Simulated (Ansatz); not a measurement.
ZrO₂ (tetragonal-ZrO2 type, space group P4_2/nmc)

```yaml
crystal:
  lattice:
    - [3.62104, 0.00000, 0.00000]
    - [0.00000, 3.62104, 0.00000]
    - [0.00000, 0.00000, 5.28293]
  atoms:
    - { symbol: Zr, position: [0.00000, 0.00000, 0.00000] }
    - { symbol: Zr, position: [0.50000, 0.50000, 0.50000] }
    - { symbol: O, position: [0.00000, 0.50000, 0.19276] }
    - { symbol: O, position: [0.00000, 0.50000, 0.69276] }
    - { symbol: O, position: [0.50000, 0.00000, 0.30724] }
    - { symbol: O, position: [0.50000, 0.00000, 0.80724] }
```

Two-dimensional scan of atom 1 (Zr, nearest neighbour O at 2.077 Å; its periodic images, 3.6 Å or more away, move with it): u runs along (1.000, 0.000, 0.000), v along (0.000, 0.000, 1.000) (Cartesian). Cell and other atoms are fixed.

Calculation: PBE (plane waves to 420 eV, PAW, scalar-relativistic; Ansatz, a quantum-chemistry and plane-wave program). k mesh 7×7×5 (Γ-centred), Fermi-Dirac smearing 0.05 eV. Energies are smeared free energies. Points where atoms come too close for the PAW data are left out (x in tables, blank in figures). This is a high-temperature form of ZrO2. ZrO2 is run without spin polarisation. ZrO2 was relaxed with its symmetry unable to fall. ΔE is measured from the undisplaced structure. Axes are in Å.

**Question.** Predict the ΔE (meV/cell) at all points of the grid u = -0.310, -0.207, -0.103, 0.000, 0.103, 0.207, 0.310 by v = -0.310, -0.207, -0.103, 0.000, 0.103, 0.207, 0.310.

**Answer.** ΔE (meV/cell), with u across and v down:

```tsv
v \ u	-0.310	-0.207	-0.103	0.000	0.103	0.207	0.310
-0.310	x	x	1152	1032	1152	x	x
-0.207	x	x	560	469	560	x	x
-0.103	x	408	184	119	184	408	x
0.000	520	198	44	0	44	198	520
0.103	463	244	146	119	146	244	463
0.207	692	543	483	469	483	543	692
0.310	1193	1079	1039	1032	1039	1079	1193
```

(For displaced atoms, the force is minus the slope of the energy, and its curvature is a force constant, which sets phonon frequencies.)
